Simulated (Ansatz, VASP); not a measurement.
Te: VASP beside Ansatz

```
CELL_PARAMETERS angstrom
2.30590 1.33131 1.69095
-2.30590 1.33131 1.69095
0.00000 -2.66263 1.69095
ATOMIC_POSITIONS crystal
Te 0.50000 0.50000 0.50000
```

This isn't the form of Te at room conditions, which is trigonal, of chains.

Alike in both runs: task relaxation of cell and atoms; functional PBEsol; k mesh 7 × 7 × 7; occupations fermi-dirac, width 0.05 eV; no spin polarisation.

|  | VASP | Ansatz |
| --- | --- | --- |
| version | VASP 6.6.1 | Ansatz 0.2.0 |
| potentials or method | VASP PAW PBE potentials, release 64 (Te) | Ansatz PAW |
| plane-wave cutoff (eV) | 600 | 420 |
| valence electrons in the cell | 6 | 16 |

Ansatz gave:

- gap on the k mesh at the Fermi level, each at its own relaxed structure (eV): none
- relaxed volume (Å³/atom): 30.99
- relaxed cell length with the largest relative difference (Å): 3.146
- energy change over the relaxation (meV/atom): -1

Problem. What did VASP give for the same quantities?

Solution. gap on the k mesh at the Fermi level, each at its own relaxed structure (eV): none; relaxed volume (Å³/atom): 31.01; relaxed cell length with the largest relative difference (Å): 3.146; energy change over the relaxation (meV/atom): -1.

A gap of «none» marks a metal or a gap that the smearing closes. The two sets of potentials don't hold the same shells in valence.

Caveats: the PAW data sets were made with another functional, which shifts forces and pressure a little (VASP); the plane-wave basis is chosen anew once the cell has moved, so the energies of steps on either side of that aren't comparable (Ansatz); the PAW data sets come from PBE, with cores solved anew for the run's functional, which leaves a small shift of forces and pressure (Ansatz). The runs have no spin-orbit coupling, so splittings on Te are missing.
